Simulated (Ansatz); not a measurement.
Planning a run of Ansatz 0.2.0 on AlP (F-43m). The input:

```yaml
crystal:
  lattice:
    - [-5.451, 5.451, -5.451]
    - [5.451, 5.451, 5.451]
    - [5.451, -5.451, -5.451]
  atoms:
    - { symbol: Al, position: [0.0, 0.0, 0.0] }
    - { symbol: Al, position: [0.25, 0.5, 0.25] }
    - { symbol: Al, position: [0.5, 0.0, 0.5] }
    - { symbol: Al, position: [0.75, 0.5, 0.75] }
    - { symbol: Al, position: [0.75, 0.25, 0.0] }
    - { symbol: Al, position: [0.0, 0.75, 0.25] }
    - { symbol: Al, position: [0.25, 0.25, 0.5] }
    - { symbol: Al, position: [0.5, 0.75, 0.75] }
    - { symbol: Al, position: [0.5, 0.5, 0.0] }
    - { symbol: Al, position: [0.75, 0.0, 0.25] }
    - { symbol: Al, position: [0.0, 0.5, 0.5] }
    - { symbol: Al, position: [0.25, 0.0, 0.75] }
    - { symbol: Al, position: [0.25, 0.75, 0.0] }
    - { symbol: Al, position: [0.5, 0.25, 0.25] }
    - { symbol: Al, position: [0.75, 0.75, 0.5] }
    - { symbol: Al, position: [0.0, 0.25, 0.75] }
    - { symbol: P, position: [0.0, 0.25, 0.0] }
    - { symbol: P, position: [0.25, 0.75, 0.25] }
    - { symbol: P, position: [0.5, 0.25, 0.5] }
    - { symbol: P, position: [0.75, 0.75, 0.75] }
    - { symbol: P, position: [0.75, 0.5, 0.0] }
    - { symbol: P, position: [0.0, 0.0, 0.25] }
    - { symbol: P, position: [0.25, 0.5, 0.5] }
    - { symbol: P, position: [0.5, 0.0, 0.75] }
    - { symbol: P, position: [0.5, 0.75, 0.0] }
    - { symbol: P, position: [0.75, 0.25, 0.25] }
    - { symbol: P, position: [0.0, 0.75, 0.5] }
    - { symbol: P, position: [0.25, 0.25, 0.75] }
    - { symbol: P, position: [0.25, 0.0, 0.0] }
    - { symbol: P, position: [0.5, 0.5, 0.25] }
    - { symbol: P, position: [0.75, 0.0, 0.5] }
    - { symbol: P, position: [0.0, 0.5, 0.75] }
kpoints:
  mp_grid: { grid: [2, 2, 2] }
hamiltonian:
  xc: lda
  pseudopotentials: { kind: paw, azcp: { folder: soft_1 }, xc_functional: pbe }
scf:
  occupations: { method: fixed }
gw:
  n_empty_bands: 683
  ecut_chi: 85.0
  qp_bands: [v5, c5]
  screening: { model: contour_deformation }
```

The database entry behind the starting cell differs from later determinations by our own check (0.1 to 0.3 % short, probably kX units), so it need not match the best structure at ambient conditions.

```sh
ansatz run input.yaml --threads 8 --pin off --max-ram 17510MiB --backend cpu --events-out ev --progress --plain --runs-dir out
```

Q: Estimate wall time and host memory on 8 threads of Arm Neoverse V2, shared host.

It took 2.6 min; on shared hardware allow 79 s to 5.3 min. Peak host memory was 6.6 GiB. The sizes that set the cost: 12623 plane waves a state, 3 irreducible k points, 747 bands summed, 1157 plane waves in the screening and 7 SCF cycles.

The screening grows as filled bands × empty bands × pairs of k points, times the square of the screening basis for the matrix.

[Paths, hosts, dates, memory and timing lines, banners, echoed tables and standing remarks are left out of the program output.]

[Logs are printed without paths, hosts, clocks, repeated set-up lines and the standing remarks that a program may print on its own settings, such as how far it seeks lower states.]

[Runs of the session that timed out or met a known fault of the program may be left out.]

[Cells called generated may have been cut or substituted from an entry of the Crystallography Open Database or the Materials Project.]

[Hosts, paths, dates, database ids (printed as entryN), source tags and the programs' standing remarks are cut or masked in the printed files.]
